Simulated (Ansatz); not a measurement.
# Ruthenium, bcc under m-r²SCAN: from relaxation to bulk modulus

Aim: take ruthenium in the bcc structure, relax it, solve it on a dense k-mesh, then scale the cell to 7 volumes from 88 to 112 % of the relaxed one and try a fit of the equation of state. The start is ferromagnetic. The k-meshes are 15×15×15 for the relaxation; 24×24×24 for the dense run; 24×24×24 for the volumes.

This is Ru in the bcc structure; at room conditions it is hcp.

Computed with Ansatz 0.2.0 (DFT m-r2SCAN, plane waves (500 eV) with PAW, scalar-relativistic; the PAW data stem from PBE, with regenerated cores; m-r²SCAN is r²SCAN on the gauge-invariant kinetic-energy density, unless a step says otherwise).

### Step 1. Starting point

Symmetry: Im-3m, No. 229, cubic system. Conventional cell: a = 3.004 Å, b = 3.004 Å, c = 3.004 Å, α = 90.00°, β = 90.00°, γ = 90.00°. Ru (site symmetry m-3m) is surrounded by 8 Ru at 2.60 Å.

As a file:

```cif
data_structure
_symmetry_space_group_name_H-M 'P 1'
_symmetry_Int_Tables_number 1
_cell_length_a 2.6016
_cell_length_b 2.6016
_cell_length_c 2.6016
_cell_angle_alpha 109.471
_cell_angle_beta 109.471
_cell_angle_gamma 109.471
_cell_volume 13.55
loop_
_atom_site_label
_atom_site_type_symbol
_atom_site_fract_x
_atom_site_fract_y
_atom_site_fract_z
_atom_site_occupancy
Ru1 Ru 0.00000 0.00000 0.00000 1
```

Starting moments (μB): +1.

### Step 2. Relaxing cell and atoms

input.yaml reads:

```yaml
crystal:
  lattice:
    - [-1.5020265709, 1.5020265709, 1.5020265709]
    - [1.5020265709, -1.5020265709, 1.5020265709]
    - [1.5020265709, 1.5020265709, -1.5020265709]
  atoms:
    - { symbol: Ru, position: [0.0, 0.0, 0.0], spin: 1.0 }
hamiltonian:
  xc: mr2scan
  pseudopotentials:
    kind: paw
    azcp:
      Ru: "pseudopotentials/Ru.paw.azcp"
basis:
  ecutwfc: 500
  fft_grid_basis: typed
kpoints:
  mp_grid: { grid: [15, 15, 15], shift: [0, 0, 0] }
magnetization:
  spin_polarized: true
scf:
  occupations: { method: fermi_dirac, width: 0.05 }
relax:
  max_steps: 60
  f_tol: 0.01
  cell: {}
```

Log:

```text
Warning: RAYON_NUM_THREADS=2 ignored (pool sized by the plan → 2); use --threads N
Engine: ansatz 0.2.0, aarch64-unknown-linux-gnu
Pseudopotentials: kind: paw
Pseudopotential: Ru, paw, valence charge 16, recommended cutoff 500 eV (meta_gga), <dir>
Functional definition: m-r2SCAN
  exchange = m_r2scan_x
  correlation = m_r2scan_c
Crystal: 1 atoms, lattice volume = 13.555 Å³
Basis set: ecut = 500 eV, 321 PW (Γ), exchange–correlation on 80×80×80 points (64 copies of the dense FFT grid, shifted against one another)
Bands: 13, of which v1, the nominal top of the filled ones, is band 8 counted from 1 (7 counted from 0)
Symmetry: 48 space group operations
Space group: Im-3m (ITA 229), of the structure as read, at distance tolerance 2.4e-5 Å
Magnetic group: BNS 229.140 (UNI 1642), of the structure as read, at distance tolerance 2.4e-5 Å
k-points: 120 of 3375
Non-local potential: Ru, projectors of the file, l = 0: 3, l = 1: 2, l = 2: 2, l = 3: 1
PAW form: soft (Blöchl's): semilocal exchange-correlation on the pseudo side does not see the compensation charge
PAW frozen core: Ru, regenerated for the run's functional (the file was generated under x = pbe(κ = 0.804, μ = 0.2195149727645171), c = pbe(β = 0.06672455060314922))
PAW one-centre angular grid: Ru, 590 points (default); XC on 160 Gauss nodes
Initial density: superposition of atomic densities (chi_scale 0.1, normalization cell)
Starting moments: Σ|m| = 1 μB on 1 of 1 site
Initial wavefunctions: pseudopotential atomic-orbital guess
Functional: x = mr2scan, c = mr2scan; τ floored in thin density (d = 2e-4 eV/Å³)
SCF iter   1: F=—  HF=-5890.812755 eV  |F-HF|=—  |Δ(HF+E_count)|=         —  Δρ=6.07e-2 (↑6.07e-2 ↓5.35e-2)  dr2=1.58e0  dr2_τ=1.44e-2  dr2_m=3.66e-2  M=0.726 μB ∫|m|=0.726 μB  β_m=1.00  ethr=3.10e-3  ⟨swp⟩=5.7  Hψ=17189  notcnv=0
Mixer restart at iter 1: flushing history
preconditioner: auto → none  [metal: Δε(μ)=0.009 eV  Ē_g=14.038 eV  σ=0.050 eV  W_gap=0.05  n_scr=0 (ndim 8)  ℏωp=28.5 eV  f_vac=0.000  D(μ)=1.64/eV (n_scr^D=18)]
SCF iter   2: F=—  HF=-5890.026324 eV  |F-HF|=—  |Δ(HF+E_count)|=   7.86e-1  Δρ=2.24e-2 (↑1.80e-2 ↓2.24e-2)  dr2=1.90e-1  dr2_τ=7.52e-3  dr2_m=1.43e-3  M=0.690 μB ∫|m|=0.691 μB  β_m=1.00  ethr=3.10e-3  ⟨swp⟩=2.8  Hψ=7629  notcnv=0  defer=62  κ⁻¹=1.0e0(r=1)
SCF iter   3: F=—  HF=-5890.067296 eV  |F-HF|=—  |Δ(HF+E_count)|=         —  Δρ=3.37e-2 (↑3.37e-2 ↓2.60e-2)  dr2=1.99e-2  dr2_τ=1.14e-2  dr2_m=1.01e-1  M=0.264 μB ∫|m|=0.267 μB  β_m=0.49  ethr=1.19e-3  ⟨swp⟩=2.6  Hψ=5484  notcnv=0  defer=62
Mixer restart at iter 3: flushing history
SCF iter   4: F=—  HF=-5890.072968 eV  |F-HF|=—  |Δ(HF+E_count)|=   5.67e-3  Δρ=2.51e-2 (↑2.51e-2 ↓2.01e-2)  dr2=9.18e-3  dr2_τ=1.55e-3  dr2_m=5.76e-2  M=0.166 μB ∫|m|=0.167 μB  β_m=0.30  ethr=1.24e-4  ⟨swp⟩=1.9  Hψ=3994  notcnv=0  defer=62  κ⁻¹=1.0e0(r=1)
SCF iter   5: F=—  HF=-5890.072392 eV  |F-HF|=—  |Δ(HF+E_count)|=   5.76e-4  Δρ=1.28e-2 (↑1.28e-2 ↓1.24e-2)  dr2=4.63e-4  dr2_τ=6.94e-4  dr2_m=1.93e-2  M=-0.110 μB ∫|m|=0.112 μB  β_m=1.00  ethr=5.74e-5  ⟨swp⟩=2.5  Hψ=6169  notcnv=0  defer=62  κ⁻¹=1.1e-1(r=2)
SCF iter   6: F=—  HF=-5890.049075 eV  |F-HF|=—  |Δ(HF+E_count)|=   2.33e-2  Δρ=3.80e-3 (↑2.05e-3 ↓3.80e-3)  dr2=1.47e-3  dr2_τ=7.30e-5  dr2_m=3.03e-4  M=-0.330 μB ∫|m|=0.334 μB  β_m=1.00  ethr=2.89e-6  ⟨swp⟩=2.9  Hψ=6802  notcnv=0  defer=62  κ⁻¹=2.7e-2(r=3)
SCF iter   7: F=—  HF=-5890.045416 eV  |F-HF|=—  |Δ(HF+E_count)|=   3.66e-3  Δρ=1.32e-3 (↑9.09e-4 ↓1.32e-3)  dr2=4.35e-5  dr2_τ=2.26e-5  dr2_m=1.42e-4  M=-0.261 μB ∫|m|=0.264 μB  β_m=1.00  ethr=2.89e-6  ⟨swp⟩=2.0  Hψ=5603  notcnv=0  defer=62  κ⁻¹=3.4e-3(r=4)
SCF iter   8: F=—  HF=-5890.044995 eV  |F-HF|=—  |Δ(HF+E_count)|=   4.21e-4  Δρ=2.41e-3 (↑2.17e-3 ↓2.41e-3)  dr2=1.12e-5  dr2_τ=7.11e-5  dr2_m=6.47e-4  M=-0.223 μB ∫|m|=0.225 μB  β_m=1.00  ethr=2.72e-7  ⟨swp⟩=2.2  Hψ=4947  notcnv=0  defer=62  κ⁻¹=5.6e-4(r=5)
SCF iter   9: F=—  HF=-5890.046362 eV  |F-HF|=—  |Δ(HF+E_count)|=   1.37e-3  Δρ=1.94e-3 (↑1.62e-3 ↓1.94e-3)  dr2=1.64e-5  dr2_τ=4.25e-5  dr2_m=3.82e-4  M=-0.186 μB ∫|m|=0.188 μB  β_m=1.00  ethr=7.01e-8  ⟨swp⟩=2.0  Hψ=5156  notcnv=0  defer=62  κ⁻¹=1.2e-5(r=6)
SCF iter  10: F=—  HF=-5890.046554 eV  |F-HF|=—  |Δ(HF+E_count)|=   1.92e-4  Δρ=1.86e-3 (↑1.55e-3 ↓1.86e-3)  dr2=1.55e-5  dr2_τ=3.89e-5  dr2_m=3.49e-4  M=-0.179 μB ∫|m|=0.181 μB  β_m=1.00  ethr=7.01e-8  ⟨swp⟩=1.7  Hψ=3957  notcnv=0  defer=62  κ⁻¹=4.6e-8(r=7)
SCF iter  11: F=—  HF=-5890.047810 eV  |F-HF|=—  |Δ(HF+E_count)|=   1.26e-3  Δρ=1.28e-3 (↑1.09e-3 ↓1.28e-3)  dr2=6.09e-6  dr2_τ=1.89e-5  dr2_m=1.70e-4  M=-0.125 μB ∫|m|=0.126 μB  β_m=1.00  ethr=7.01e-8  ⟨swp⟩=2.9  Hψ=5794  notcnv=0  defer=62  κ⁻¹=4.4e-8(r=8)
SCF iter  12: F=—  HF=-5890.048957 eV  |F-HF|=—  |Δ(HF+E_count)|=   1.15e-3  Δρ=1.04e-3 (↑1.04e-3 ↓9.41e-4)  dr2=1.13e-6  dr2_τ=1.26e-5  dr2_m=1.20e-4  M=-0.012 μB ∫|m|=0.012 μB  β_m=1.00  ethr=3.81e-8  ⟨swp⟩=3.1  Hψ=7101  notcnv=0  defer=62  κ⁻¹=5.7e-8(r=8)
SCF iter  13: F=—  HF=-5890.049044 eV  |F-HF|=—  |Δ(HF+E_count)|=   8.74e-5  Δρ=9.05e-4 (↑9.05e-4 ↓6.48e-4)  dr2=6.38e-6  dr2_τ=7.31e-6  dr2_m=6.91e-5  M=0.035 μB ∫|m|=0.035 μB  β_m=1.00  ethr=7.08e-9  ⟨swp⟩=3.1  Hψ=7170  notcnv=0  defer=62  κ⁻¹=8.2e-8(r=8)
SCF iter  14: F=—  HF=-5890.048921 eV  |F-HF|=—  |Δ(HF+E_count)|=   1.23e-4  Δρ=6.95e-4 (↑6.95e-4 ↓6.40e-4)  dr2=5.07e-7  dr2_τ=5.73e-6  dr2_m=5.46e-5  M=-0.012 μB ∫|m|=0.012 μB  β_m=1.00  ethr=7.08e-9  ⟨swp⟩=3.1  Hψ=7049  notcnv=0  defer=62  κ⁻¹=3.6e-7(r=8)
SCF iter  15: F=—  HF=-5890.048912 eV  |F-HF|=—  |Δ(HF+E_count)|=   9.82e-6  Δρ=9.52e-5 (↑8.64e-5 ↓9.52e-5)  dr2=8.64e-7  dr2_τ=4.94e-8  dr2_m=6.64e-8  M=0.015 μB ∫|m|=0.015 μB  β_m=1.00  ethr=3.17e-9  ⟨swp⟩=3.1  Hψ=7082  notcnv=0  defer=62  κ⁻¹=4.6e-6(r=8)
SCF iter  16: F=—  HF=-5890.048953 eV  |F-HF|=—  |Δ(HF+E_count)|=   4.09e-5  Δρ=6.25e-4 (↑6.25e-4 ↓5.36e-4)  dr2=8.87e-7  dr2_τ=4.26e-6  dr2_m=4.10e-5  M=-0.000 μB ∫|m|=0.001 μB  β_m=1.00  ethr=3.17e-9  ⟨swp⟩=3.2  Hψ=7053  notcnv=0  defer=61  κ⁻¹=1.9e-6(r=8)
SCF iter  17: F=—  HF=-5890.048921 eV  |F-HF|=—  |Δ(HF+E_count)|=   3.11e-5  Δρ=3.59e-4 (↑3.59e-4 ↓3.27e-4)  dr2=1.25e-7  dr2_τ=1.52e-6  dr2_m=1.45e-5  M=-0.007 μB ∫|m|=0.007 μB  β_m=1.00  ethr=3.17e-9  ⟨swp⟩=2.0  Hψ=4939  notcnv=0  defer=61  κ⁻¹=9.0e-7(r=8)
SCF iter  18: F=—  HF=-5890.048921 eV  |F-HF|=—  |Δ(HF+E_count)|=   3.94e-8  Δρ=6.96e-5 (↑6.96e-5 ↓5.78e-5)  dr2=1.59e-8  dr2_τ=5.22e-8  dr2_m=4.91e-7  M=-0.001 μB ∫|m|=0.001 μB  β_m=1.00  ethr=7.81e-10  ⟨swp⟩=3.6  Hψ=6802  notcnv=0  defer=61  κ⁻¹=4.1e-7(r=8)
SCF iter  19: F=—  HF=-5890.048921 eV  |F-HF|=—  |Δ(HF+E_count)|=   3.04e-8  Δρ=7.42e-6 (↑7.42e-6 ↓6.72e-6)  dr2=1.30e-10  dr2_τ=6.63e-10  dr2_m=6.08e-9  M=-0.001 μB ∫|m|=0.001 μB  β_m=1.00  ethr=9.95e-11  ⟨swp⟩=2.0  Hψ=5078  notcnv=0  defer=61  κ⁻¹=1.2e-7(r=8)
SCF iter  20: F=—  HF=-5890.048921 eV  |F-HF|=—  |Δ(HF+E_count)|=   1.22e-8  Δρ=1.81e-5 (↑1.81e-5 ↓1.51e-5)  dr2=1.01e-9  dr2_τ=3.57e-9  dr2_m=3.34e-8  M=0.000 μB ∫|m|=0.000 μB  β_m=1.00  ethr=1.00e-12  ⟨swp⟩=3.0  Hψ=7236  notcnv=0  defer=61  κ⁻¹=7.6e-8(r=8)
SCF iter  21: F=—  HF=-5890.048921 eV  |F-HF|=—  |Δ(HF+E_count)|=   1.30e-8  Δρ=6.92e-7 (↑5.08e-7 ↓6.92e-7)  dr2=6.44e-12  dr2_τ=4.71e-12  dr2_m=4.17e-11  M=-0.000 μB ∫|m|=0.000 μB  β_m=1.00  ethr=1.00e-12  ⟨swp⟩=3.1  Hψ=7081  notcnv=0  defer=61  κ⁻¹=3.7e-8(r=8)
SCF iter  22: F=—  HF=-5890.048921 eV  |F-HF|=—  |Δ(HF+E_count)|=  1.06e-10  Δρ=9.09e-7 (↑9.09e-7 ↓8.47e-7)  dr2=7.44e-13  dr2_τ=1.02e-11  dr2_m=9.57e-11  M=0.000 μB ∫|m|=0.000 μB  β_m=1.00  ethr=1.00e-12  ⟨swp⟩=1.0  Hψ=9139  notcnv=0  κ⁻¹=2.6e-9(r=8)
SCF iter  23: F=-5890.048921 eV  HF=-5890.048921 eV  |F-HF|=2.73e-12  |Δ(HF+E_count)|=  2.07e-10  Δρ=1.05e-7 (↑1.05e-7 ↓8.22e-8)  dr2=3.35e-13  dr2_τ=1.06e-13  dr2_m=1.00e-12  M=0.000 μB ∫|m|=0.000 μB  ethr=1.00e-12  ⟨swp⟩=2.0  Hψ=6009  notcnv=0
WARN: the starting moments were not kept: the SCF closed with an absolute magnetisation of 5.5e-6 μB, where they sum to 1 μB in size (1 site). That is at most 0.1 of that sum. Measured as dr2_m measures the in/out step, that magnetisation stands 1.8e-11 eV from none, at or under the dr2_threshold of 1.0e-7 eV: it is no larger than a step whose dr2_m would equal this threshold. The system may hold no moment; this SCF shows only that its start led to no more than that. To try another start: raise the starting moments (crystal.atoms[].spin, magnetization.per_species, magnetization.initial_magnetization, or on a non-collinear deck that types none of these the spinor_matrix: blocks that start its atoms; where the total moment is fixed, keep their sum and leave initial_magnetization as it is; typed ones take the place of any that the run laid by itself, positive ones on a crystal's lanthanoids without a Hubbard term where scf.initial_density.shell_occupations: [] is typed) or, if the notice of its spin-set hold's release reads "site moments contracting" or "site moments show no strong build", lengthen the hold (scf.mixing.spin_hold: { on: { confirm: 4 } }; for m-r²SCAN on two components see the key's manual first). Each may lead to a state that holds a moment. A second SCF, from the converged charge density, with the starting moments and any scf.initial_density.shell_occupations laid on it anew, would have followed, and was not run: the deck does not ask for one (magnetization.retry_lost_moments is false, the default). To let it run, set magnetization.retry_lost_moments: true and run the deck again, where that key's refused combinations let it; where memory then withholds it, that run's warning says so.
SCF 1 converged in 23 iterations: F = -5890.048921 eV  dr2 = 3.35e-13
relax step   1: F+E_penalty+E_count = -5890.04892141 eV  Δ(F+E_penalty+E_count) = +0.000e0 eV  max|allowed force component| = 0.000e0 eV/Å  Δτ_max = 0.0000 Å  P = +8.805 GPa  Ω = 13.555 Å³  (23 SCF iters, dr2 threshold 1.00e-7 eV, accepted)
[... 36 lines left out ...]
relax step   2: F+E_penalty+E_count = -5890.04963319 eV  Δ(F+E_penalty+E_count) = -7.118e-4 eV  max|allowed force component| = 0.000e0 eV/Å  Δτ_max = 0.0000 Å  P = -7.460 GPa  Ω = 14.292 Å³  energy of the carried Pulay correction = -4.647e-4 eV  (25 SCF iters, dr2 threshold 1.00e-7 eV, accepted)
[... 29 lines left out ...]
relax step   3: F+E_penalty+E_count = -5890.05857571 eV  Δ(F+E_penalty+E_count) = -8.943e-3 eV  max|allowed force component| = 0.000e0 eV/Å  Δτ_max = 0.0000 Å  P = -0.407 GPa  Ω = 13.944 Å³  energy of the carried Pulay correction = -2.485e-4 eV  (22 SCF iters, dr2 threshold 1.00e-7 eV, accepted)
[... 29 lines left out ...]
relax step   4: F+E_penalty+E_count = -5890.05861122 eV  Δ(F+E_penalty+E_count) = -3.550e-5 eV  max|allowed force component| = 0.000e0 eV/Å  Δτ_max = 0.0000 Å  P = +0.005 GPa  Ω = 13.925 Å³  energy of the carried Pulay correction = -2.367e-4 eV  (22 SCF iters, dr2 threshold 1.00e-7 eV, accepted)
[... 17 lines left out ...]
relax step   5: F+E_penalty+E_count = -5890.05887350 eV  Δ(F+E_penalty+E_count) = -2.623e-4 eV  max|allowed force component| = 0.000e0 eV/Å  Δτ_max = 0.0000 Å  P = +0.021 GPa  Ω = 13.925 Å³  stress off target by 2.15e-2 GPa  SCF on the basis re-selected at this cell (its energy is not comparable with the rows above)  (12 SCF iters)
basis re-selected at this cell: Δ(F+E_penalty+E_count) = -2.623e-4 eV, ΔP = +0.016 GPa vs the last step (what re-selecting the basis moved, of the pressure what is left beyond the Pulay correction that the steps carried, after the strain that the cell walked since its last selection, with what the two solves' SCF thresholds leave and, on support functions, any second-order correction that the steps lacked; it is no measure of the basis error at this ecutwfc). This SCF's stress stands 2.15e-2 GPa from its target on what of the cell is left free (relax.cell.stress_tol is 5.00e-2 GPa) and its largest allowed force component is 0.00e0 eV/Å (relax.f_tol is 1.00e-2 eV/Å): within both
SCF converged after 12 iterations
Stability not checked: this state was not tested for a lower state beside it, because the mixer in use, unlike msr1, does not test its closes by its own steps (another_mixer; see scf.mixing.algorithm and scf.lower_state_search)
Magnetization: -0.0000 μB (8.0000 up, 8.0000 down)
Absolute magnetization: 0.0000 μB (∫|ρ↑−ρ↓|, with the PAW one-centre terms)
Spin contamination: 0.0000 ħ² per cell (⟨S²⟩ above its minimum at these occupations)
Per-site moments (μB) at R_I (Å): [(-6.998016401483364e-7, 1.0828452989990158)]
Free energy (F): -5890.058873 eV
Harris-Foulkes:  -5890.058873 eV  (|F-HF|=1.82e-12)
Internal energy: -5890.043893 eV  (E = F + TS)
E sigma→0 (E₀):  -5890.051383 eV
Entropy (-TS):   -0.014981 eV (-14.981 meV/atom)
Fermi energy:    22.849315 eV
--- Per-component energies (eV) ---
  E_band       = -77.498292
  E_kinetic    = 513.946980
  E_local      = -1284.405086  (includes V_loc(G=0)·N_el)
  E_nonlocal   = 343.959827
  E_hartree    = 412.660118
  E_xc         = -183.758919
  E_vxc        = -266.153538  (∫ρ·V_xc dr)
  E_paw        = -3479.245793  (= ΣΔE_a)
  E_vpaw       = -228.887590  (= ΣTr[D̂ρ^β])
  E_aug_tail   = 0.000078  (compensation charges beyond the density's cutoff)
  E_vtau       = 18.720858  (kinetic-family band-sum trace: ∫τ·v_τ [+ j·A + Jᵃ·Aᵃ] dr)
  E_ewald      = -2212.890143
  E_core_change = -0.310956  (= ΣΔE_core)
  E_smearing   = -0.014981  (= −TS)
  E_closure    = 0.000000  (closes the sum)
  Σ components = -5890.058873   (vs F -5890.058873, Δ=0.00e0)
--- Forces (eV/Å), atoms counted from 1 ---
  atom   1  Ru    -0.00000000     0.00000000     0.00000000
  max |Σ_I F_I| component: 6.37e-32 eV/Å
--- Stress (GPa, compression-positive) ---
        0.021452       0.000000       0.000000
       -0.000000       0.021452      -0.000000
        0.000000      -0.000000       0.021452
  P = ⅓ Tr σ = 0.0215 GPa (0.215 kbar)
--- Relaxed structure (4 steps of the walk, 4 accepted, 1 SCFs on fresh bases) ---
  F+E_penalty+E_count = -5890.05887350 eV   max|allowed force component| = 0.000e0 eV/Å   (the final SCF, on the basis selected at the relaxed cell)
  cell:  # Å, volume = 13.9253 Å³
    - [-1.5155903633158851, 1.5155903633158851, 1.5155903633158851]
    - [1.5155903633158851, -1.5155903633158851, 1.5155903633158851]
    - [1.5155903633158851, 1.5155903633158851, -1.5155903633158851]
  atoms:
    - { symbol: Ru, position: [0.0, 0.0, 0.0] }
```

Wall time 29 s (2 threads of an Arm CPU, shared host); peak memory 0.33 GiB.

The steps of the relaxation:

```csv
step,energy change (meV/atom),largest force (eV/Å),pressure (GPa),volume (Å³/atom)
1,0.00,0.0000,8.81,13.555
2,-0.71,0.0000,-7.46,14.292
3,-9.65,0.0000,-0.41,13.944
4,-9.69,0.0000,0.01,13.925
5,-9.95,0.0000,0.02,13.925
```

Steps that repeat a cell are solved on a basis chosen anew, so their changes of energy are no gain of the relaxation.

The cell of the run, before and after:

|  | before | after | change |
| --- | --- | --- | --- |
| a (Å) | 2.602 | 2.625 | +0.9 % |
| b (Å) | 2.602 | 2.625 | +0.9 % |
| c (Å) | 2.602 | 2.625 | +0.9 % |
| volume (Å³/atom) | 13.555 | 13.925 | +2.7 % |
| shortest distance (Å) | 2.602 | 2.625 | +0.9 % |
| space group (spins left aside) | Im-3m | Im-3m | same |

### Step 3. Dense single point

input.yaml reads:

```yaml
crystal:
  lattice:
    - [-1.5155903633, 1.5155903633, 1.5155903633]
    - [1.5155903633, -1.5155903633, 1.5155903633]
    - [1.5155903633, 1.5155903633, -1.5155903633]
  atoms:
    - { symbol: Ru, position: [0.0, 0.0, 0.0], spin: 1.0 }
hamiltonian:
  xc: mr2scan
  pseudopotentials:
    kind: paw
    azcp:
      Ru: "pseudopotentials/Ru.paw.azcp"
basis:
  ecutwfc: 500
  fft_grid_basis: typed
kpoints:
  mp_grid: { grid: [24, 24, 24], shift: [0, 0, 0] }
magnetization:
  spin_polarized: true
scf:
  occupations: { method: fermi_dirac, width: 0.05 }
```

Log, cut to the lines that bear on the results:

```text
Warning: RAYON_NUM_THREADS=2 ignored (pool sized by the plan → 2); use --threads N
[...]
[... 3 set-up lines as earlier in the session ...]
[...]
Crystal: 1 atoms, lattice volume = 13.925 Å³
Basis set: ecut = 500 eV, 369 PW (Γ), exchange–correlation on 80×80×80 points (64 copies of the dense FFT grid, shifted against one another)
Bands: 13, of which v1, the nominal top of the filled ones, is band 8 counted from 1 (7 counted from 0)
[... 2 set-up lines as earlier in the session ...]
Magnetic group: BNS 229.140 (UNI 1642), of the structure as read, at distance tolerance 2.4e-5 Å
k-points: 413 of 13824
[...]
Starting moments: Σ|m| = 1 μB on 1 of 1 site
[...]
SCF iter   1: F=—  HF=-5890.801226 eV  |F-HF|=—  |Δ(HF+E_count)|=         —  Δρ=5.83e-2 (↑5.83e-2 ↓5.30e-2)  dr2=1.59e0  dr2_τ=1.46e-2  dr2_m=3.15e-2  M=0.758 μB ∫|m|=0.758 μB  β_m=1.00  ethr=3.10e-3  ⟨swp⟩=5.8  Hψ=59119  notcnv=0
[...]
at 2 of the mixer's solves, the last at iteration 16, it left a direction of its history that read negative out of its fit and stepped the other way along it
WARN: the starting moments were not kept: the SCF closed with an absolute magnetisation of 4.0e-6 μB, where they sum to 1 μB in size (1 site). That is at most 0.1 of that sum. Measured as dr2_m measures the in/out step, that magnetisation stands 1.0e-11 eV from none, at or under the [...]
this state was not tested for a lower state beside it, because the mixer in use, unlike msr1, does not test its closes by its own steps (another_mixer; see scf.mixing.algorithm and scf.lower_state_search)
SCF converged after 29 iterations
Magnetization: 0.0000 μB (8.0000 up, 8.0000 down)
Absolute magnetization: 0.0000 μB (∫|ρ↑−ρ↓|, with the PAW one-centre terms)
Spin contamination: 0.0000 ħ² per cell (⟨S²⟩ above its minimum at these occupations)
Per-site moments (μB) at R_I (Å): [(3.858300767389087e-6, 1.0828452989876667)]
Free energy (F): -5890.058085 eV
[...]
E sigma→0 (E₀):  -5890.050890 eV
Entropy (-TS):   -0.014391 eV (-14.391 meV/atom)
Fermi energy:    22.852153 eV
[...]
```

Wall time 43 s (2 threads of an Arm CPU, shared host); peak memory 0.45 GiB.

### Step 4. Volume × 0.88

input.yaml: that of step 3 with these lines changed.

```diff
@@ -2,5 +2,5 @@
   lattice:
-    - [-1.5155903633, 1.5155903633, 1.5155903633]
-    - [1.5155903633, -1.5155903633, 1.5155903633]
-    - [1.5155903633, 1.5155903633, -1.5155903633]
+    - [-1.4523659524, 1.4523659524, 1.4523659524]
+    - [1.4523659524, -1.4523659524, 1.4523659524]
+    - [1.4523659524, 1.4523659524, -1.4523659524]
   atoms:
@@ -22 +22,3 @@
   occupations: { method: fermi_dirac, width: 0.05 }
+output:
+  stress: true
```

Log, cut to the lines that bear on the results:

```text
Warning: RAYON_NUM_THREADS=2 ignored (pool sized by the plan → 2); use --threads N
[...]
[... 3 set-up lines as earlier in the session ...]
[...]
Crystal: 1 atoms, lattice volume = 12.254 Å³
Basis set: ecut = 500 eV, 321 PW (Γ), exchange–correlation on 80×80×80 points (64 copies of the dense FFT grid, shifted against one another)
Bands: 13, of which v1, the nominal top of the filled ones, is band 8 counted from 1 (7 counted from 0)
[... 1 set-up line as earlier in the session ...]
Space group: Im-3m (ITA 229), of the structure as read, at distance tolerance 2.3e-5 Å
Magnetic group: BNS 229.140 (UNI 1642), of the structure as read, at distance tolerance 2.3e-5 Å
k-points: 413 of 13824
[...]
Starting moments: Σ|m| = 1 μB on 1 of 1 site
[...]
SCF iter   1: F=—  HF=-5890.609389 eV  |F-HF|=—  |Δ(HF+E_count)|=         —  Δρ=6.69e-2 (↑6.69e-2 ↓5.52e-2)  dr2=1.53e0  dr2_τ=1.27e-2  dr2_m=4.10e-2  M=0.671 μB ∫|m|=0.671 μB  β_m=0.91  ethr=3.10e-3  ⟨swp⟩=5.7  Hψ=59237  notcnv=0
[...]
WARN: the starting moments were not kept: the SCF closed with an absolute magnetisation of 4.3e-6 μB, where they sum to 1 μB in size (1 site). That is at most 0.1 of that sum. Measured as dr2_m measures the in/out step, that magnetisation stands 1.1e-11 eV from none, at or under the [...]
this state was not tested for a lower state beside it, because the mixer in use, unlike msr1, does not test its closes by its own steps (another_mixer; see scf.mixing.algorithm and scf.lower_state_search)
SCF converged after 18 iterations
Magnetization: -0.0000 μB (8.0000 up, 8.0000 down)
Absolute magnetization: 0.0000 μB (∫|ρ↑−ρ↓|, with the PAW one-centre terms)
Spin contamination: 0.0000 ħ² per cell (⟨S²⟩ above its minimum at these occupations)
Per-site moments (μB) at R_I (Å): [(-4.03172513289389e-6, 1.0376732935552344)]
Free energy (F): -5889.813303 eV
[...]
E sigma→0 (E₀):  -5889.807294 eV
Entropy (-TS):   -0.012018 eV (-12.018 meV/atom)
Fermi energy:    26.697467 eV
[...]
--- Stress (GPa, compression-positive) ---
       52.931625       0.000000       0.000000
        0.000000      52.931625       0.000000
       -0.000000      -0.000000      52.931625
  P = ⅓ Tr σ = 52.9316 GPa (529.316 kbar)
```

Run time: 17 s. Hardware: 2 threads of an Arm CPU, shared host; peak memory 0.43 GiB.

[end of part 1 of 2]
